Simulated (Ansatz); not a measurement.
# ZnSe: the cost of one run

Computed with Ansatz 0.2.0 (DFT PBE, scalar-relativistic, plane waves, PAW, unless a step's input says otherwise).

2 further runs of the same task are left out: 1 that didn't finish, 1 set aside as unsound or not needed. Runs told in other sessions of the task aren't counted.

**1. The starting structure**

The structure is cubic, space group F-43m (No. 216). The conventional cell has a = 5.732 Å, b = 5.732 Å, c = 5.732 Å, α = 90.00°, β = 90.00°, γ = 90.00°. Zn (site symmetry -43m) is surrounded by 4 Se at 2.48 Å. Se (site symmetry -43m) has 4 Zn at 2.48 Å in its first shell of neighbours.

Coordinates:

```cif
data_structure
_symmetry_space_group_name_H-M 'F-43m'
_symmetry_Int_Tables_number 216
_cell_length_a 5.7318
_cell_length_b 5.7318
_cell_length_c 5.7318
_cell_angle_alpha 90.000
_cell_angle_beta 90.000
_cell_angle_gamma 90.000
_cell_volume 188.31
loop_
_atom_site_label
_atom_site_type_symbol
_atom_site_symmetry_multiplicity
_atom_site_Wyckoff_symbol
_atom_site_fract_x
_atom_site_fract_y
_atom_site_fract_z
_atom_site_occupancy
Zn1 Zn 4 a 0.00000 0.00000 0.00000 1
Se1 Se 4 d 0.25000 0.25000 0.75000 1
```

It is the end of an earlier relaxation with the same method, from a generated guess; it needn't be the stable form of this composition. At a tolerance of 0.02 Å it has space group F-43m (No. 216); it has 23.54 Å³/atom, an uncorrected energy of -0.71 eV/atom over the elements.

**2. Bands, states and charges**

input.yaml reads:

```yaml
crystal:
  lattice:
    - [0.0, 2.8659201419, 2.8659201419]
    - [2.8659201419, 0.0, 2.8659201419]
    - [2.8659201419, 2.8659201419, 0.0]
  atoms:
    - { symbol: Zn, position: [0.0, 0.0, 0.0] }
    - { symbol: Se, position: [0.25, 0.25, 0.25] }
basis:
  ecutwfc: 420
kpoints:
  mp_grid: { grid: [8, 8, 8] }
  band_path:
    path:
      - [[0.0, 0.0, 0.0], [-0.5, -0.5, 0.0], [-0.375, -0.375, 0.25]]
      - [[-0.375, 0.0, 0.375], [0.0, 0.0, 0.0], [0.0, 0.0, 0.5], [-0.5, -0.25, 0.25], [-0.5, -0.5, 0.0]]
    npoints: 14
hamiltonian:
  xc: pbe
scf:
  occupations: { method: gaussian, width: 0.02 }
  n_extra_bands: 6
output:
  forces: true
  stress: true
  eigenvalues: true
  populations: true
  dos: { projected: true, de: 0.02, nscf_kmesh: { grid: [12, 12, 12] } }
  bader: true
  write_density: true
  write_potential: true
  elf: true
  volumetric_format: npy
```

Command:

```
ansatz run input.yaml --threads 1 --pin off --max-ram 2560MiB --backend cpu --events-out ev --progress --plain --runs-dir out
```

Q: Estimate wall time and peak memory on 1 thread of Arm Neoverse V1, shared host.

About 25 s, with a peak of 0.32 GiB.
